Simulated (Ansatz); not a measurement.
**Moving the functional in SnTe**

The structure is cubic, space group Fm-3m (No. 225). Conventional cell: a = 6.302 Å, b = 6.302 Å, c = 6.302 Å, α = 90.00°, β = 90.00°, γ = 90.00°. Te (site symmetry m-3m) is surrounded by 6 Sn at 3.15 Å. Around Sn (site symmetry m-3m) lie 6 Te at 3.15 Å.

Kept alike: task equation of state; k mesh 7 × 7 × 7; occupations fermi-dirac, width 0.05 eV; no spin polarisation. Program: Ansatz, Ansatz PAW. Cutoffs run from 420 to 500 eV. The mesh is that of the run's cell of 2 atoms. No spin-orbit coupling.

| run | volume (Å³/atom) | bulk modulus (GPa) |
| --- | --- | --- |
| A | 32.874 | 40.2 |
| B | 32.303 | 43.8 |
| C | 30.246 | 50.2 |

Volume and modulus come from cells scaled at fixed shape and fractions. All rows use potentials made for PBE.

Question: The runs differ in the functional (and the cutoff that goes with it) alone: LDA; PBE; r2SCAN. Which run is which?

Answer: Run A is PBE; run B is r2SCAN; run C is LDA. The volume runs from 30.246 (LDA) to 32.874 Å³/atom (PBE). From PBE: LDA -2.628; r2SCAN -0.571. The bulk modulus runs from 40.2 (PBE) to 50.2 GPa (LDA). From PBE: LDA +10.0; r2SCAN +3.6.
